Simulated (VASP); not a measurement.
HfO2 under changes of volume

One of the cells (11.375 Å³/atom); the others are scaled copies at fixed shape and fractional positions:

```
CELL_PARAMETERS angstrom
0.00000 2.57444 2.57444
2.57444 0.00000 2.57444
2.57444 2.57444 0.00000
ATOMIC_POSITIONS crystal
Hf 0.00000 0.00000 0.00000
O 0.75000 0.75000 0.75000
O 0.25000 0.25000 0.25000
```

Measurements of this composition are mostly on another form, of space group No. 14.

| Item | Value |
| --- | --- |
| Program | VASP 6.6.1 |
| Functional | PBE |
| Potentials or basis | VASP PAW PBE potentials, release 64 (Hf_pv, O) |
| Cutoff | 520 eV |
| k mesh | 9 × 9 × 9 |
| Occupations | fermi-dirac, width 0.05 eV |
| Spin | no spin polarisation |

```tsv
volume (Å³/atom)	energy over the lowest point (meV/atom)	pressure (GPa)	gap on the mesh (eV)
10.483	12.37	10.0	4.01
10.706	2.27	4.1	3.95
10.929	0.00	-1.2	3.89
11.375	?	?	?
11.598	32.61	-14.1	3.72
11.821	54.45	-17.6	3.66
```

**Question.** What does the run at 11.375 Å³/atom give?

**Answer.** Energy over the lowest point 15.85 meV/atom; pressure -10.3 GPa; gap on the mesh 3.78 eV.

Worked out: A Birch-Murnaghan fit of order 3 (a polynomial in V^(-2/3)) to the other rows has its minimum at 10.89 Å³/atom with B0 = V·E''(V) = 252 GPa and B' = 4.3. It gives 15.86 meV/atom at 11.375 Å³/atom, against the run's 15.85, and -dE/dV = -10.1 GPa, against -10.3. A straight line through the other rows of the gap, of slope -2.9 eV per unit of ln V, gives 3.77 eV, against the run's 3.78.

Energies are extrapolated to zero smearing.

Caveats: spin-orbit coupling is left out, which moves the levels of the heavy elements; an odd mesh through Γ misses points on the zone boundary, where band edges often lie.
